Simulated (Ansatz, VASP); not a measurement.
# One calculation of Al, two programs

Contents of INCAR:

```
PREC = Accurate
ENCUT = 520
EDIFF = 1E-6
ISMEAR = -1
SIGMA = 0.05
LREAL = False
LASPH = True
NELM = 80
ALGO = Normal
ISIF = 2
LWAVE = False
LCHARG = False
GGA = PE
NBANDS = 8
```

The input KPOINTS:

```
regular mesh
0
Gamma
  18 18 18
```

POSCAR

```
Al
1.0
    0.0000000000      1.6038087834      1.6038087834
    1.6038087834      0.0000000000      1.6038087834
    1.6038087834      1.6038087834      0.0000000000
Al
1
Direct
    0.0000000000      0.0000000000      0.0000000000
```

Input for Ansatz:

```yaml
crystal:
  lattice:
    - [0.0, 1.6038087834, 1.6038087834]
    - [1.6038087834, 0.0, 1.6038087834]
    - [1.6038087834, 1.6038087834, 0.0]
  atoms:
    - { symbol: Al, position: [0.0, 0.0, 0.0] }
kpoints:
  mp_grid: { grid: [18, 18, 18] }
scf:
  occupations: { method: fermi_dirac, width: 0.05 }
hamiltonian:
  xc: pbe
  pseudopotentials: { kind: all_electron, lapw: { basis_error: 0.001 } }
output:
  forces: true
  stress: true
  eigenvalues: true
  populations: true
```

Change from the starting cell: volume scaled by 0.5, LAPW.

Alike in both runs: task single point; functional PBE; k mesh 18 × 18 × 18; occupations fermi-dirac, width 0.05 eV; no spin polarisation.

|  | VASP | Ansatz |
| --- | --- | --- |
| version | VASP 6.6.1 | Ansatz 0.2.0 |
| potentials or method | VASP PAW PBE potentials, release 64 (Al) | all-electron LAPW, scalar-relativistic |
| plane-wave cutoff (eV) | 520 | see its input |

```tsv
	VASP	Ansatz	Ansatz less VASP
pressure (GPa)	232.2	229.7	-2.50
```

Ansatz ran all-electron here, so the differences hold the error of VASP's frozen core and of both bases.

Caveats: the cell as given lies far from equilibrium; so large a pressure means that the cell lies far from this level's equilibrium, or that cutoff or potentials fall short (VASP).
